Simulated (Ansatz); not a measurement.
Runs of Ansatz 0.2.0 on LiF (Griceite). It takes space group Fm-3m (No. 225, cubic). The conventional cell has a = 4.028 Å, b = 4.028 Å, c = 4.028 Å, α = 90.00°, β = 90.00°, γ = 90.00°. F (site symmetry m-3m) is surrounded by 6 Li at 2.01 Å. Li (site symmetry m-3m) is surrounded by 6 F at 2.01 Å. 

```csv
cell,gap on the mesh (eV),pressure (GPa)
relaxed to 10 GPa,(a),10.0
relaxed,(b),0.0
relaxed to 20 GPa,10.94,20.0
relaxed to 5 GPa,9.62,5.0
relaxed to 30 GPa,11.64,30.0
```

Alike in all rows: task relaxation of cell and atoms; level PBEsol; potentials or basis all-electron LAPW, scalar-relativistic; no spin polarisation; k mesh 11 × 11 × 11; smearing fermi-dirac 0.05 eV; basis error allowed 0.001 eV/atom.

Question: Estimate the missing entries.

Answer: (a) 10.10; (b) 9.05.

Caveats: an odd mesh through Γ misses points on the zone boundary, where band edges often lie.
